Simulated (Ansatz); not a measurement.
# SnO2: the band gap up the ladder of functionals

The task here is to estimate one member of a computed series from the others.

Code: Ansatz 0.2.0. PAW datasets, plane waves. (Simulation; spin polarisation is off.)

## The structure to begin with

The cell was relaxed beforehand with r2SCAN.

Space group Pa-3 (No. 205), cubic; a = 5.101 Å in the conventional setting, 11.06 Å³ an atom. Sn has 6 O at 2.08 Å; O has 3 Sn at 2.08 Å.

As a file:

```cif
data_structure
_symmetry_space_group_name_H-M 'Pa-3'
_symmetry_Int_Tables_number 205
_cell_length_a 5.1006
_cell_length_b 5.1006
_cell_length_c 5.1006
_cell_angle_alpha 90.000
_cell_angle_beta 90.000
_cell_angle_gamma 90.000
_cell_volume 132.69
loop_
_atom_site_label
_atom_site_type_symbol
_atom_site_symmetry_multiplicity
_atom_site_Wyckoff_symbol
_atom_site_fract_x
_atom_site_fract_y
_atom_site_fract_z
_atom_site_occupancy
Sn1 Sn 4 a 0.00000 0.50000 0.50000 1
O1 O 8 c 0.33973 0.16027 0.83973 1
```

Set-up of the first run:

input.yaml reads:

```yaml
crystal:
  lattice:
    - [5.1005635618, 0.0, 0.0]
    - [0.0, 5.1005635618, 0.0]
    - [0.0, 0.0, 5.1005635618]
  atoms:
    - { symbol: Sn, position: [0.0, 0.5, 0.5] }
    - { symbol: Sn, position: [0.5, 0.5, 0.0] }
    - { symbol: Sn, position: [0.5, 0.0, 0.5] }
    - { symbol: Sn, position: [0.0, 0.0, 0.0] }
    - { symbol: O, position: [0.3397329487, 0.1602670513, 0.8397329487] }
    - { symbol: O, position: [0.1602670513, 0.8397329487, 0.3397329487] }
    - { symbol: O, position: [0.8397329487, 0.3397329487, 0.1602670513] }
    - { symbol: O, position: [0.6602670513, 0.6602670513, 0.6602670513] }
    - { symbol: O, position: [0.3397329487, 0.3397329487, 0.3397329487] }
    - { symbol: O, position: [0.1602670513, 0.6602670513, 0.8397329487] }
    - { symbol: O, position: [0.8397329487, 0.1602670513, 0.6602670513] }
    - { symbol: O, position: [0.6602670513, 0.8397329487, 0.1602670513] }
kpoints:
  mp_grid: { grid: [6, 6, 6] }
  band_path:
    path:
      - [[0.0, 0.0, 0.0], [1.445441458352e-51, 0.5, 2.970321138369e-71], [0.5, 0.5, -1.966622904605e-37], [0.0, 0.0, 0.0], [0.5, 0.5, 0.5], [1.445441458352e-51, 0.5, 2.970321138369e-71]]
      - [[0.5, 0.5, 0.5], [0.5, 0.5, -1.966622904605e-37], [0.5, 8.495810947894e-35, -1.966622904605e-37]]
    npoints: 10
hamiltonian:
  xc: pbe
scf:
  occupations: { method: fermi_dirac, width: 0.02 }
  n_extra_bands: 7
output:
  forces: true
  stress: true
  eigenvalues: true
```

Among the steps run: PBE band path; r2SCAN at the same geometry; HSE06 at the same geometry; Single point with PBE+SOC; PBE0.

One table of the session follows, with a row left open; its other results are not shown here.

| level | gap (eV) |
| --- | --- |
| PBE | 0.99 |
| r2SCAN | 1.59 |
| HSE06 | 2.57 |
| PBE+SOC | 0.99 |
| PBE0 | ? |

**Question.** Estimate the row for PBE0.

As computed: gap (eV): 3.27. In the column «gap (eV)» it is the highest.

Meshes: PBE 6×6×6, r2SCAN 6×6×6, HSE06 4×4×4, PBE+SOC 6×6×6, PBE0 4×4×4

What this shows: The gap runs from 0.99 eV (PBE+SOC) to 3.27 eV (PBE0). PBE reaches 39 % of the HSE06 value, and r2SCAN 62 %. PBE0 lies 0.70 eV above HSE06, which differs from it by screening the long-range exchange.

To keep in mind: Warnings in the runs' records: stress exchange threshold loose, stress scf threshold loose.
